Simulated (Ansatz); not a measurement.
CsCl built on the CsCl prototype, relaxed with r2SCAN. Space group Pm-3m (No. 221), cubic; a = 4.141 Å in the conventional setting, 35.50 Å³ an atom. Cs has 8 Cl at 3.59 Å; Cl has 8 Cs at 3.59 Å.

```
Cs Cl
1.0
     4.14068    0.00000    0.00000
     0.00000    4.14068    0.00000
     0.00000    0.00000    4.14068
Cs Cl
1 1
Direct
  0.00000 0.00000 0.00000
  0.50000 0.50000 0.50000
```

The questions ask for values computed with Ansatz on this geometry. (Simulation; no magnetic order is allowed.)

Given (6×6×6 mesh): With r2SCAN the gap is 5.91 eV and direct, at Γ.

Task: What does PBE give for the gap (6×6×6 mesh)?

Result: The PBE gap is direct at Γ: 5.21 eV. The gap differs by -0.70 eV from r2SCAN's.

Task: How does the gap change from r2SCAN to PBE0 (4×4×4)?

Result: PBE0 gives a direct gap of 7.25 eV at Γ. The gap differs by +1.34 eV from r2SCAN's.

Task: What does G0W0@PBE with 211 empty bands, a screening cutoff of 120 eV and a 4×4×4 mesh give?

Result: 7.54 eV (the shift on the mesh added to PBE's least gap). G0W0 moves the gap on the mesh from 5.21 eV (PBE) to 7.54 eV (direct at Γ). Renormalisation factors Z lie between 0.78 and 0.86. The G0W0 figures hold for the stated bands, cutoff and mesh and aren't extrapolated.

Task: Roughly how does the cost of the PBE+SOC run (6×6×6) compare with r2SCAN's (6×6×6)?

Result: About 2.1 times as much (8 core-seconds against 4 core-seconds, on 2 threads of Arm Neoverse V2, on a shared host).

Only the levels marked +SOC include spin-orbit coupling.

The meshes of the hybrids are coarse, so their gaps aren't converged to the digits shown.
